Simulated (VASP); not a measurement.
# Te2Pt (Moncheite) (P-3m1) in VASP: settings compared

Aim: see how the results for Te2Pt (Moncheite) move with the level of theory and the settings. Levels: optB86b-vdW, PBEsol. Tasks: relaxation of cell and atoms.

Program: VASP 6.6.1. These are calculated values, not measurements. Logs are shortened: lines on timing, memory, paths and dates and some standing lists are left out, and cuts for length are marked.

## 1. The structure

Symmetry: P-3m1, No. 164, trigonal system. Conventional cell: a = 4.010 Å, b = 4.010 Å, c = 5.201 Å, α = 90.00°, β = 90.00°, γ = 120.00°. Te (site symmetry 3m) has 3 Pt at 2.66 Å as nearest neighbours. Around Pt (site symmetry -3m) lie 6 Te at 2.66 Å.

## 2. Relaxation of cell and atoms, optB86b-vdW

INCAR

```
PREC     = Accurate       # precision mode
ENCUT    = 600            # plane-wave cutoff, eV
EDIFF    = 1E-6           # SCF threshold, eV
ISMEAR   = 1              # smearing method
SIGMA    = 0.1            # smearing width, eV
LREAL    = F              # projectors in reciprocal space
LASPH    = T              # aspherical terms in the spheres
NELM     = 80             # most SCF steps
ALGO     = Normal         # electronic algorithm
ISIF     = 3              # what is computed and relaxed
LWAVE    = F              # write WAVECAR
LCHARG   = F              # write CHGCAR
GGA      = MK             # functional
LUSE_VDW = T            
AGGAC    = 0.0          
PARAM1   = 0.1234       
PARAM2   = 1.0          
IBRION   = 2              # ionic algorithm
NSW      = 90             # ionic steps
EDIFFG   = -0.01          # ionic threshold
```

KPOINTS

```
Automatic mesh
0
Gamma
  12 12 7
```

POSCAR

```
Te2Pt
1.0
    4.0100000000      0.0000000000      0.0000000000
   -2.0050000000      3.4727618692      0.0000000000
    0.0000000000      0.0000000000      5.2010000000
Te Pt
2 1
Direct
    0.3333333333      0.6666666667      0.2500000000
    0.6666666667      0.3333333333      0.7500000000
    0.0000000000      0.0000000000      0.0000000000
```

Potentials or basis: VASP PAW PBE potentials, release 64 (Te, Pt).

Launch:

```sh
$ cat potpaw_PBE.64/Te/POTCAR potpaw_PBE.64/Pt/POTCAR > POTCAR
$ mpirun -np 1 vasp_std > vasp.out
```

OUTCAR:

```text
PREC = Accurate
   ENCUT = 600
   EDIFF = 1E-6
   ISMEAR = 1
   LREAL = F
   LASPH = T
   NELM = 80
   ISIF = 3
   GGA = MK
   IBRION = 2
   NSW = 90
   EDIFFG = -0.01

 ion  position               nearest neighbor table
   1  0.333  0.667  0.250-   3 2.66   3 2.66   3 2.66   2 3.48   2 3.48   2 3.48   2 3.48   2 3.48
                             2 3.48
   2  0.667  0.333  0.750-   3 2.66   3 2.66   3 2.66   1 3.48   1 3.48   1 3.48   1 3.48   1 3.48
                             1 3.48
   3  0.000  0.000  0.000-   1 2.66   2 2.66   2 2.66   1 2.66   2 2.66   1 2.66

  LATTYP: Found a hexagonal cell.
 ALAT       =     4.0100000000
 C/A-ratio  =     1.2970074813

  Lattice vectors:

 A1 = (   4.0100000000,   0.0000000000,   0.0000000000)
 A2 = (  -2.0050000000,   3.4727618692,   0.0000000000)
 A3 = (   0.0000000000,   0.0000000000,   5.2010000000)

Analysis of symmetry for initial positions (statically):
=====================================================================
 Subroutine PRICEL returns:
 Original cell was already a primitive cell.

 Routine SETGRP: Setting up the symmetry group for a
 hexagonal supercell.

 Subroutine GETGRP returns: Found 12 space group operations
 (whereof 12 operations were pure point group operations)
 out of a pool of 24 trial point group operations.

The static configuration has the point symmetry D_3d.

Analysis of symmetry for dynamics (positions and initial velocities):
=====================================================================
 Subroutine PRICEL returns:
 Original cell was already a primitive cell.

 Routine SETGRP: Setting up the symmetry group for a
 hexagonal supercell.

 Subroutine GETGRP returns: Found 12 space group operations
 (whereof 12 operations were pure point group operations)
 out of a pool of 24 trial point group operations.

The dynamic configuration has the point symmetry D_3d.

 Subroutine INISYM returns: Found 12 space group operations
 (whereof 12 operations are pure point group operations),
 and found     1 'primitive' translations

----------------------------------------------------------------------------------------

                                     Primitive cell

  volume of cell :      72.4280

  direct lattice vectors                    reciprocal lattice vectors
     4.010000000  0.000000000  0.000000000     0.249376559  0.143977623  0.000000000
    -2.005000000  3.472761869  0.000000000     0.000000000  0.287955246  0.000000000
     0.000000000  0.000000000  5.201000000     0.000000000  0.000000000  0.192270717

  length of vectors
     4.010000000  4.010000000  5.201000000     0.287955246  0.287955246  0.192270717

[... 111 lines left out ...]
   BPARAM     = 6.3000
   IVDW    =     0    specifies the selected vdW correction
   LEPSILON=     F    determine dielectric tensor
   LRPA    =     F    only Hartree local field effects (RPA)
 conjugate gradient relaxation of ions
 non-spin polarized calculation
 Methfessel and Paxton  Order N= 1 SIGMA  =   0.10
  energy-cutoff  :      600.00
  volume of cell :       72.43
 maximum number of plane-waves:      2442
   NGX = 17   NGY = 17   NGZ = 21

--------------------------------------- Ionic step        1  -------------------------------------------

 number of electron      22.0000001 magnetization

 Free energy of the ion-electron system (eV)
  ---------------------------------------------------
  ext. energy  EPLUGINS =         0.00000000
  ---------------------------------------------------
  free energy    TOTEN  =        -7.49287200 eV

  energy without entropy =       -7.49316660  energy(sigma->0) =       -7.49297020

------------------------ aborting loop because EDIFF is reached ----------------------------------------

  FORCE on cell =-STRESS in cart. coord.  units (eV):
  Direction    XX          YY          ZZ          XY          YZ          ZX
  --------------------------------------------------------------------------------------
  -------------------------------------------------------------------------------------
  Total        3.4380470      3.4380470      2.7801319      0.0000000      0.0000000      0.0000000
  in kB       76.0529675     76.0529675     61.4992402      0.0000000      0.0000000      0.0000000
  external PRESSURE =      71.2017250 kB  Pullay stress =       0.0000000 kB
[... 26 lines left out ...]
--------------------------------------- Ionic step        2  -------------------------------------------

 number of electron      21.9999999 magnetization

 E-fermi :   6.5785     XC(G=0):  -9.9175

 val. band max:        6.5757913648   @ k =  -0.2500  -0.4167   0.1429
 cond. band min:       6.6111255227   @ k =   0.0000   0.3333   0.2857
 fundamental gap:      0.0353341579
 Fermi energy:         6.5784960281

 k-point     1 :       0.0000    0.0000    0.0000
  band No.  band energies     occupation
      1      -6.3130      2.00000
      2      -3.7469      2.00000
      3       0.9560      2.00000
      4       1.8831      2.00000
      5       1.8831      2.00000
      6       3.5903      2.00000
      7       3.5903      2.00000
      8       4.3943      2.00000
      9       6.1942      2.00000
     10       6.1942      2.00000
     11       7.4288     -0.00000
     12       7.4288     -0.00000
     13       7.8067     -0.00000
     14       9.6922      0.00000
[... 488 lines left out ...]
  energy  without entropy=       -7.6037152517  energy(sigma->0) =       -7.60336415

Total vdW correction in eV:      3.6627749

[... ionic steps 4 to 12 ...]

--------------------------------------- Ionic step       13  -------------------------------------------

 number of electron      21.9999999 magnetization

------------------------ aborting loop because EDIFF is reached ----------------------------------------
[... 73 lines left out ...]
--------------------------------------- Ionic step       15  -------------------------------------------

 number of electron      21.9999999 magnetization

 Free energy of the ion-electron system (eV)
  ---------------------------------------------------
  ext. energy  EPLUGINS =         0.00000000
  ---------------------------------------------------
  free energy    TOTEN  =        -7.61515645 eV

  energy without entropy =       -7.61617947  energy(sigma->0) =       -7.61549745

 E-fermi :   8.2638     XC(G=0): -10.4649

 val. band max:        8.2543534515   @ k =   0.0833   0.0833   0.4286
 cond. band min:       8.2832818039   @ k =  -0.0833   0.3333   0.2857
 fundamental gap:      0.0289283524
 Fermi energy:         8.2637928748

 k-point     1 :       0.0000    0.0000    0.0000
  band No.  band energies     occupation
      1      -5.5629      2.00000
      2      -2.2911      2.00000
      3       1.7359      2.00000
      4       2.7798      2.00000
      5       2.7798      2.00000
      6       4.6721      2.00000
      7       4.6721      2.00000
      8       5.6759      2.00000
      9       7.8142      2.00000
     10       7.8142      2.00000
     11       9.1698     -0.00000
     12       9.1698     -0.00000
     13       9.7528     -0.00000
     14      11.0425      0.00000
[... 449 lines left out ...]
  energy  without entropy=       -7.6161794664  energy(sigma->0) =       -7.61549745

Total vdW correction in eV:      3.6107183

 reached required accuracy - stopping structural energy minimisation
```

OSZICAR:

```text
N       E                     dE             d eps       ncg     rms          rms(c)
DAV:   1     0.126870969369E+03    0.12687E+03   -0.10286E+04  3360   0.141E+03
DAV:   2    -0.278160336732E+01   -0.12965E+03   -0.12638E+03  4259   0.233E+02
DAV:   3    -0.783524923088E+01   -0.50536E+01   -0.49836E+01  4186   0.481E+01
[... 123 lines left out ...]
       N       E                     dE             d eps       ncg     rms          rms(c)
DAV:   1    -0.761517821364E+01   -0.34559E-04   -0.18169E-03  3472   0.306E-01    0.415E-02
DAV:   2    -0.761516264069E+01    0.15573E-04   -0.12488E-04  3766   0.100E-01    0.189E-02
DAV:   3    -0.761515741038E+01    0.52303E-05   -0.15471E-05  3766   0.383E-02    0.163E-02
DAV:   4    -0.761515644602E+01    0.96436E-06   -0.28486E-06  2451   0.125E-02
  15 F= -.76151564E+01 E0= -.76154975E+01  d E =-.133244E-04
```

CONTCAR:

```text
Te2Pt
   1.00000000000000
     4.0702444617074001    0.0000000000000000   -0.0000000000000000
    -2.0351222308537000    3.5249351034770089   -0.0000000000000000
    -0.0000000000000000    0.0000000000000001    5.2250056643452085
  Te              Pt
     2     1
Direct
     0.3333333332999970    0.6666666667000030    0.2621571640431916
     0.6666666667000030    0.3333333332999970    0.7378428359568084
     1.0000000000000000    0.0000000000000000    0.0000000000000000

  0.00000000E+00  0.00000000E+00  0.00000000E+00
  0.00000000E+00  0.00000000E+00  0.00000000E+00
  0.00000000E+00  0.00000000E+00  0.00000000E+00
```

Wall time 27 min (1 thread of Intel Xeon Platinum 8488C (Sapphire Rapids), shared host); peak memory 0.59 GiB.

Results:

- Free energy: -7.6152 eV
- Relaxed volume: 24.99 Å³/atom
- Relaxed cell: a = 4.070 Å, b = 4.070 Å, c = 5.225 Å, α = 90.00°, β = 90.00°, γ = 120.00°
- Space group after relaxing (to 0.05 Å): P-3m1 (No. 164)
- Energy gained by relaxing: 40.8 meV/atom
- Ionic steps: 15
- Pressure after relaxing: 0.0 GPa
- Band gap on the k mesh: none (metal or under the smearing width)

Step by step:
```csv
step,energy change (eV),largest force (eV/Å),pressure (GPa),volume (Å³)
1,0.0000,1.1207,7.12,72.43
2,0.1501,0.7597,-8.57,84.26
3,-0.1103,0.2220,-0.56,76.73
4,-0.1104,0.2456,-0.37,76.59
5,-0.1104,0.2604,-0.23,76.50
6,-0.1161,0.1803,-0.10,76.13
7,-0.1196,0.0605,0.12,75.55
8,-0.1206,0.0081,-0.40,75.70
9,-0.1206,0.0145,-0.44,75.71
10,-0.1213,0.0124,-0.39,75.53
11,-0.1223,0.0083,-0.09,75.01
12,-0.1223,0.0083,-0.06,74.96
13,-0.1223,0.0082,-0.06,74.98
14,-0.1223,0.0082,-0.06,74.99
15,-0.1223,0.0001,-0.02,74.96
```

Final structure:
```cif
data_structure
_symmetry_space_group_name_H-M 'P 1'
_symmetry_Int_Tables_number 1
_cell_length_a 4.0702
_cell_length_b 4.0702
_cell_length_c 5.2250
_cell_angle_alpha 90.000
_cell_angle_beta 90.000
_cell_angle_gamma 120.000
_cell_volume 74.96
loop_
_atom_site_label
_atom_site_type_symbol
_atom_site_fract_x
_atom_site_fract_y
_atom_site_fract_z
_atom_site_occupancy
Te1 Te 0.33333 0.66667 0.26216 1
Te2 Te 0.66667 0.33333 0.73784 1
Pt1 Pt 0.00000 0.00000 0.00000 1
```

Caveat: the PAW data sets were made with another functional, which shifts forces and pressure a little. Spin-orbit coupling is left out, which matters for the levels of Pt, Te.

## 3. Relaxation of cell and atoms, optB86b-vdW

This run uses another cell than the first one, of 24.99 Å³/atom, 1.035 times its volume.

INCAR, as its differences from that of step 2:

```diff
@@ -2,3 +2,3 @@
 ENCUT    = 600            # plane-wave cutoff, eV
-EDIFF    = 1E-6           # SCF threshold, eV
+EDIFF    = 1E-7           # SCF threshold, eV
 ISMEAR   = 1              # smearing method
@@ -19,2 +19,2 @@
 NSW      = 90             # ionic steps
-EDIFFG   = -0.01          # ionic threshold
+EDIFFG   = -0.005         # ionic threshold
```

KPOINTS is that of step 2.

POSCAR

```
Te2Pt                                   
1.0
    4.0702444617      0.0000000000     -0.0000000000
   -2.0351222309      3.5249351035     -0.0000000000
   -0.0000000000      0.0000000000      5.2250056643
  Te              Pt            
     2     1
Direct
     0.3333333332999970    0.6666666667000030    0.2621571640431916
     0.6666666667000030    0.3333333332999970    0.7378428359568084
     1.0000000000000000    0.0000000000000000    0.0000000000000000
```

Potentials or basis: VASP PAW PBE potentials, release 64 (Te, Pt).

Launch:

```sh
$ cat potpaw_PBE.64/Te/POTCAR potpaw_PBE.64/Pt/POTCAR > POTCAR
$ mpirun -np 1 vasp_std > vasp.out
```

It took 5.2 min on 1 thread of Intel Xeon Platinum 8488C (Sapphire Rapids), shared host; peak memory 0.63 GiB.

Results (log left out):

```yaml
Free_energy: -7.6154 eV
Pressure_after_relaxing: 0.0 GPa
Band_gap_on_the_k_mesh: none (metal or under the smearing width)
```

Final structure:
```xyz
3
Lattice="4.0702 0.0000 0.0000 -2.0351 3.5249 0.0000 0.0000 0.0000 5.2250" Properties=species:S:1:pos:R:3 pbc="T T T"
Te    0.0000    2.3500    1.3698
Te    2.0351    1.1750    3.8552
Pt    0.0000    0.0000    0.0000
```

Levels at points of the mesh, in eV from the Fermi level:
```tsv
k point	band 9	band 10	band 11	band 12	band 13	band 14
(0.00, 0.00, 0.00)	-0.45	-0.45	0.91	0.91	1.49	2.78
(0.50, 0.00, 0.00)	-3.26	-3.25	-2.80	0.12	2.49	3.88
```

Caveat: the relaxation stopped at its first step, so nothing moved; the PAW data sets were made with another functional, which shifts forces and pressure a little. Spin-orbit coupling is left out, which matters for the levels of Pt, Te.

## 4. Relaxation of cell and atoms, PBEsol

INCAR

```
PREC     = Accurate       # precision mode
ENCUT    = 600            # plane-wave cutoff, eV
EDIFF    = 1E-6           # SCF threshold, eV
ISMEAR   = 1              # smearing method
SIGMA    = 0.1            # smearing width, eV
LREAL    = False          # projectors in reciprocal space
LASPH    = True           # aspherical terms in the spheres
NELM     = 80             # most SCF steps
ALGO     = Normal         # electronic algorithm
ISIF     = 3              # what is computed and relaxed
LWAVE    = False          # write WAVECAR
LCHARG   = False          # write CHGCAR
GGA      = PS             # functional
IBRION   = 2              # ionic algorithm
NSW      = 90             # ionic steps
EDIFFG   = -0.01          # ionic threshold
```

KPOINTS

```
regular mesh
0
Gamma
  12 12 7
```

POSCAR

```
Te2Pt
1.0
    4.0100000000      0.0000000000      0.0000000000
   -2.0050000000      3.4727618692      0.0000000000
    0.0000000000      0.0000000000      5.2010000000
Te Pt
2 1
Direct
    0.3333333333      0.6666666667      0.2500000000
    0.6666666667      0.3333333333      0.7500000000
    0.0000000000      0.0000000000      0.0000000000
```

Launch:

```sh
$ cat potpaw_PBE.64/Te/POTCAR potpaw_PBE.64/Pt/POTCAR > POTCAR
$ mpirun -np 1 vasp_std > vasp.out
```

Wall time 5.1 min (1 thread of Intel Xeon 6975P-C (Granite Rapids), shared host); peak memory 0.33 GiB.

Results (log left out):

- Free energy: -15.2651 eV
- Relaxed volume: 24.19 Å³/atom
- Relaxed cell: a = 4.044 Å, b = 4.044 Å, c = 5.123 Å, α = 90.00°, β = 90.00°, γ = 120.00°
- Space group after relaxing (to 0.05 Å): P-3m1 (No. 164)
- Energy gained by relaxing: 18.9 meV/atom
- Ionic steps: 13
- Pressure after relaxing: 0.0 GPa
- Largest force after relaxing: 0.009 eV/Å
- Band gap on the k mesh: none (metal or under the smearing width)

Forces on the atoms (eV/Å):
```
Te   0.000  0.000 -0.009
Te   0.000  0.000  0.009
Pt   0.000  0.000  0.000
```

The path:
| step | energy change (eV) | largest force (eV/Å) | pressure (GPa) | volume (Å³) |
| --- | --- | --- | --- | --- |
| 1 | 0.0000 | 0.7915 | 3.95 | 72.43 |
| 2 | 0.0594 | 0.4603 | -6.27 | 78.85 |
| 3 | -0.0395 | 0.2472 | -0.56 | 74.79 |
| 4 | -0.0395 | 0.2570 | -0.47 | 74.75 |
| 5 | -0.0460 | 0.1848 | -0.33 | 74.27 |
| 6 | -0.0526 | 0.0256 | 0.07 | 73.17 |
| 7 | -0.0554 | 0.0354 | -0.31 | 73.04 |
| 8 | -0.0559 | 0.0704 | -0.54 | 72.97 |
| 9 | -0.0566 | 0.0008 | 0.24 | 72.27 |
| 10 | -0.0568 | 0.0199 | 0.06 | 72.47 |
| 11 | -0.0568 | 0.0223 | 0.02 | 72.49 |
| 12 | -0.0568 | 0.0175 | -0.02 | 72.52 |
| 13 | -0.0568 | 0.0090 | -0.05 | 72.56 |

Final structure:
```
Te Pt
1.0
     4.04414    0.00000    0.00000
    -2.02207    3.50232    0.00000
     0.00000    0.00000    5.12288
Te Pt
2 1
Direct
  0.33333 0.66667 0.26310
  0.66667 0.33333 0.73690
  0.00000 0.00000 0.00000
```

Levels at points of the mesh, in eV from the Fermi level:
| k point | band 9 | band 10 | band 11 | band 12 | band 13 | band 14 |
| --- | --- | --- | --- | --- | --- | --- |
| (0.00, 0.00, 0.00) | -0.50 | -0.50 | 0.88 | 0.88 | 1.61 | 2.50 |
| (0.50, 0.00, 0.00) | -3.40 | -3.35 | -2.88 | 0.10 | 2.65 | 3.86 |

Caveat: the PAW data sets were made with another functional, which shifts forces and pressure a little.

## 5. Relaxation of cell and atoms, PBEsol

INCAR, as its differences from that of step 4:

```diff
@@ -2,3 +2,3 @@
 ENCUT    = 600            # plane-wave cutoff, eV
-EDIFF    = 1E-6           # SCF threshold, eV
+EDIFF    = 1E-7           # SCF threshold, eV
 ISMEAR   = 1              # smearing method
@@ -15,2 +15,2 @@
 NSW      = 90             # ionic steps
-EDIFFG   = -0.01          # ionic threshold
+EDIFFG   = -0.005         # ionic threshold
```

KPOINTS is that of step 4.

POSCAR

```
Te2Pt                                   
1.0
    4.0441350896     -0.0000000000      0.0000000000
   -2.0220675448      3.5023237240      0.0000000000
    0.0000000000     -0.0000000000      5.1228837253
  Te              Pt            
     2     1
Direct
     0.3333333332999970    0.6666666667000030    0.2630996999543250
     0.6666666667000030    0.3333333332999970    0.7369003000456751
     0.0000000000000000    0.0000000000000000    0.0000000000000000
```

Launch:

```sh
$ cat potpaw_PBE.64/Te/POTCAR potpaw_PBE.64/Pt/POTCAR > POTCAR
$ mpirun -np 1 vasp_std > vasp.out
```

Run time: 88 s. Hardware: 1 thread of Intel Xeon 6975P-C (Granite Rapids), shared host; peak memory 0.33 GiB.

The run converged. Its results:

```yaml
Free_energy: -15.2651 eV
Relaxed_volume: 24.18 Å³/atom
Relaxed_cell: a = 4.043 Å, b = 4.043 Å, c = 5.122 Å, α = 90.00°, β = 90.00°, γ = 120.00°
Space_group_after_relaxing_to_0.05_Å: P-3m1 (No. 164)
Energy_gained_by_relaxing: 0.0 meV/atom
Ionic_steps: 3
Pressure_after_relaxing: 0.0 GPa
Band_gap_on_the_k_mesh: none (metal or under the smearing width)
```

Forces in eV/Å, atoms in the order of the input:
```
Te   0.000  0.000 -0.003
Te   0.000  0.000  0.003
Pt   0.000  0.000  0.000
```

Final structure:
```xyz
3
Lattice="4.0434 0.0000 0.0000 -2.0217 3.5017 0.0000 0.0000 0.0000 5.1223" Properties=species:S:1:pos:R:3 pbc="T T T"
Te    0.0000    2.3345    1.3475
Te    2.0217    1.1672    3.7748
Pt    0.0000    0.0000    0.0000
```

Levels at points of the mesh, in eV from the Fermi level:
```
           k point  band 7  band 8  band 9  band 10  band 11  band 12  band 13  band 14  band 15
(0.00, 0.00, 0.00)   -3.76   -2.66   -0.50    -0.50     0.88     0.88     1.61     2.50     4.16
(0.50, 0.00, 0.00)   -3.55   -3.46   -3.41    -3.35    -2.88     0.10     2.65     3.86     5.36
```

Caveat: the PAW data sets were made with another functional, which shifts forces and pressure a little. Spin-orbit coupling is left out, which matters for the levels of Pt, Te.
